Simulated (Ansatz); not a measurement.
TiAl3: work and stress of cleavage

Level of theory: DFT PBEsol, scalar-relativistic, plane waves, PAW (Ansatz 0.2.0). Settings: plane waves to 420 eV, k-mesh 12×12×4 (Γ-centred), Gaussian smearing 0.15 eV. No spin polarisation. Energies are free energies at this smearing, counted from the undisturbed cell; pressure is positive in compression.

Zero of the scan (relaxed at this level; this form isn't the usual structure):

```
Ti Al
1.0
     0.00000   -3.94834    0.00000
     0.00000    0.00000   -3.94834
    11.84503    0.00000    0.00000
Ti Al
3 9
Direct
  0.00000 0.00000 0.24998
  0.00000 0.00000 0.58332
  0.00000 0.00000 0.91665
  0.50000 0.00000 0.08332
  0.50000 0.00000 0.41665
  0.50000 0.00000 0.74998
  0.00000 0.50000 0.08332
  0.00000 0.50000 0.41665
  0.00000 0.50000 0.74998
  0.50000 0.50000 0.91665
  0.50000 0.50000 0.24998
  0.50000 0.50000 0.58332
```

The cut lies on the cell's a–b face, a (1 0 0) plane (indices in the standard cell, whose axes needn't be the Cartesian ones shown) of area 15.59 Å², between layers 1.97 Å apart. Vector c is lengthened by d along the normal with the atoms' Cartesian places fixed: one unrelaxed cut a cell. The traction is positive where the two halves pull on each other.

```
d (Å) energy (J/m²) traction (GPa)
-0.30           0.47           -34.7
-0.15           0.11           -14.9
 0.00           0.00             0.0
 0.25           0.21            14.9
 0.50           0.67            21.0
 0.75           1.22            21.6
 1.00           1.72            18.6
 1.50           2.46            11.5
 2.00           2.91             6.6
 3.00           3.27             1.6
 4.50           3.35             0.1
 6.00           3.36             0.0
```

Task: What are the work of separation and the cleavage stress, and do they fit the universal binding curve?

Result: The energy levels off near W ≈ 3.36 J/m² (the traction is down to 0.0 GPa), the energy of the two unrelaxed faces, 1.68 J/m² each on average. The largest sampled traction is 21.6 GPa at d = 0.75 Å, and a parabola through it and its two neighbours peaks at σ_max ≈ 21.8 GPa, d ≈ 0.66 Å. The curve E = W[1 − (1 + d/ℓ)exp(−d/ℓ)] peaks in traction at d = ℓ with σ_max = W/(eℓ); with 1 J/m² per Å = 10 GPa this W and σ_max give ℓ = 0.57 Å. A parabola through that curve at the same three d peaks at 0.54 Å, against 0.66 Å here, a fair fit. Real crystals break at far lower stress, because cracks concentrate it, and on the plane of lowest W, which needn't be this one.

The cut is rigid; relaxing the faces lowers these energies and usually the stresses.

In a metal these slopes depend on the k mesh and the smearing.